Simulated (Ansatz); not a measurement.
**What a trial cell of SnO₂ relaxes into**

Computed with DFT PBE, scalar-relativistic, plane waves, PAW (Ansatz 0.2.0). Cutoff 420 eV, Γ-centred k mesh, Gaussian smearing, no spin polarisation in the final step.

SnO₂ was placed on the cubic Laves (C15) structure type (Fd-3m, No. 227), with Sn in place of Mg, O in place of Cu, at a guessed volume.

```
Sn O
1.0
     0.00000    3.32036    3.32036
     3.32036    0.00000    3.32036
     3.32036    3.32036    0.00000
Sn O
2 4
Direct
  0.00000 0.00000 0.00000
  0.25000 0.25000 0.25000
  0.62500 0.62500 0.62500
  0.12500 0.62500 0.62500
  0.62500 0.62500 0.12500
  0.62500 0.12500 0.62500
```

Cell and atoms relax at zero pressure; the relaxation can't lower the symmetry of the start. After a coarse first stage the cell is made exact in the group found at 0.06 Å.

The zero of energy is the elements' standard structures at the same level (O₂ as a molecule); no fitted shifts are applied.

(1) What does it relax into?

(2) What are its volume, energy, density and gap?

## Answers

(1) It keeps Fd-3m (No. 227). The result has the cubic Laves (C15) structure. Conventional cell: a = 6.764 Å. Around Sn lie 12 O at 2.80 Å and 4 Sn at 2.93 Å; O has 6 O at 2.39 Å and 6 Sn at 2.80 Å.

```
Sn O
1.0
     0.00000    3.38219    3.38219
     3.38219    0.00000    3.38219
     3.38219    3.38219    0.00000
Sn O
2 4
Direct
  0.00000 0.00000 0.00000
  0.25000 0.25000 0.25000
  0.62500 0.62500 0.62500
  0.12500 0.62500 0.62500
  0.62500 0.62500 0.12500
  0.62500 0.12500 0.62500
```

(2) The volume per atom is 12.90 Å³, the density is 6.47 g/cm³ and the energy over the elements is 0.70 eV/atom. The gap on the 10×10×10 mesh is 0 eV (a metal).

The final run used a 10×10×10 mesh on its 6-atom cell and 0.10 eV smearing. For metals, differences of a few meV/atom aren't resolved. Symmetry constrained the relaxation, so the result can be a saddle point. The steps took of the order of 24 core-seconds in all.

Cost: 3 runs of about 0.41 core-minutes in all, on Arm Neoverse V1 (shared hosts).